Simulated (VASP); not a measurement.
The system is ZrO2 (nc).

```xyz
6
Lattice="3.5961 0.0000 0.0000 0.0000 3.5961 0.0000 0.0000 0.0000 5.1770" Properties=species:S:1:pos:R:3 pbc="T T T"
Zr    0.0000    0.0000    0.0000
Zr    1.7980    1.7980    2.5885
O     0.0000    1.7980    1.0509
O     0.0000    1.7980    3.6394
O     1.7980    0.0000    1.5376
O     1.7980    0.0000    4.1261
```

| Property | Result |
| --- | --- |
| Program | VASP 6.6.1 |
| Task | relaxation of cell and atoms |
| Functional | PBE |
| Potentials or basis | VASP PAW PBE potentials, release 64 (Zr_sv, O) |
| Cutoff | 600 eV |
| k mesh | 6 × 6 × 6 |
| Occupations | gaussian, width 0.02 eV |
| Spin | no spin polarisation |

At the start: pressure 5.4 GPa; volume 11.16 Å³/atom.

Task: Where does the relaxation end?

Result: Over 16 steps the energy falls by 6.7 meV/atom and the volume is 11.53 Å³/atom (+3.4 %); space group P4_2/nmc (No. 137, to 0.05 Å).

The path:
```csv
step,energy change (eV),largest force (eV/Å),pressure (GPa),volume (Å³)
1,0.0000,0.0243,5.41,66.95
2,0.0201,0.2685,-6.71,70.66
3,-0.0257,0.1320,-0.10,68.51
4,-0.0292,0.1256,-0.06,68.59
5,-0.0346,0.0993,0.11,68.82
6,-0.0373,0.0745,0.07,68.91
7,-0.0401,0.0148,0.00,69.11
8,-0.0401,0.0085,0.01,69.14
9,-0.0401,0.0062,0.01,69.14
10,-0.0403,0.0011,0.00,69.18
11,-0.0404,0.0055,0.02,69.22
12,-0.0404,0.0002,-0.03,69.23
13,-0.0404,0.0001,-0.03,69.23
14,-0.0404,0.0008,-0.03,69.23
15,-0.0404,0.0002,-0.04,69.23
16,-0.0404,0.0006,0.02,69.21
```

Final structure:
```
CELL_PARAMETERS angstrom
3.62137 0.00000 0.00000
0.00000 3.62137 0.00000
0.00000 0.00000 5.27741
ATOMIC_POSITIONS crystal
Zr 0.00000 0.00000 0.00000
Zr 0.50000 0.50000 0.50000
O 0.00000 0.50000 0.19377
O 0.00000 0.50000 0.69377
O 0.50000 0.00000 0.30623
O 0.50000 0.00000 0.80623
```
